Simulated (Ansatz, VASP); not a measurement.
## Au: VASP beside Ansatz

File INCAR:

```
SYSTEM = Au
  ALGO = Fast
  EDIFF = 1E-7
  ENCUT = 520
  GGA = CA
  ISIF = 2
  ISMEAR = -1
  LASPH = .TRUE.
  LCHARG = .FALSE.
  LREAL = .FALSE.
  LWAVE = .FALSE.
  NBANDS = 18
  NELM = 80
  PREC = Accurate
  SIGMA = 0.05
```

File KPOINTS:

```
k-points
0
G
  11 11 6
  0 0 0
```

POSCAR

```
Au
1.0
    1.4018378006     -2.5387785952      0.0000000000
    1.4018378006      2.5387785952      0.0000000000
    0.0000000000      0.0000000000      4.8603285560
Au
2
Direct
    0.3346720300      0.6653279700      0.2500000000
    0.6653279700      0.3346720300      0.7500000000
```

The input input.yaml:

```yaml
crystal:
  lattice:
    - [1.4018378006, -2.5387785952, 0.0]
    - [1.4018378006, 2.5387785952, 0.0]
    - [0.0, 0.0, 4.860328556]
  atoms:
    - { symbol: Au, position: [0.33467203, 0.66532797, 0.25] }
    - { symbol: Au, position: [0.66532797, 0.33467203, 0.75] }
kpoints:
  mp_grid: { grid: [11, 11, 6] }
scf:
  occupations: { method: fermi_dirac, width: 0.05 }
hamiltonian:
  xc: lda
  pseudopotentials: { kind: all_electron, lapw: { basis_error: 0.001 } }
output:
  forces: true
  stress: true
  eigenvalues: true
```

Change from the starting cell: volume scaled by 0.98.

Alike in both runs: task single point; functional LDA; k mesh 11 × 11 × 6; occupations fermi-dirac, width 0.05 eV; no spin polarisation.

```csv
,VASP,Ansatz
version,VASP 6.6.1,Ansatz 0.2.0
potentials or method,"VASP PAW LDA potentials, release 64 (Au)","all-electron LAPW, scalar-relativistic"
plane-wave cutoff (eV),520,see its input
```

VASP gave:

| Item | Value |
| --- | --- |
| gap on the k mesh at the Fermi level (eV) | none |
| pressure (GPa) | -6.3 |
| largest component of the traceless stress (GPa) | 2.72 |
| rms of the force components (eV/Å) | 0.013 |

**Question.** Estimate Ansatz's values.

**Answer.** gap on the k mesh at the Fermi level (eV): none; pressure (GPa): -6.8; largest component of the traceless stress (GPa): 2.62; rms of the force components (eV/Å): 0.012.

Atom by atom the forces differ by 0.001 eV/Å (rms over components). A gap of «none» marks a metal or a gap that the smearing closes. Ansatz ran all-electron here, so the differences hold the error of VASP's frozen core and of both bases.

Spin-orbit coupling is left out, which matters for the levels of Au.
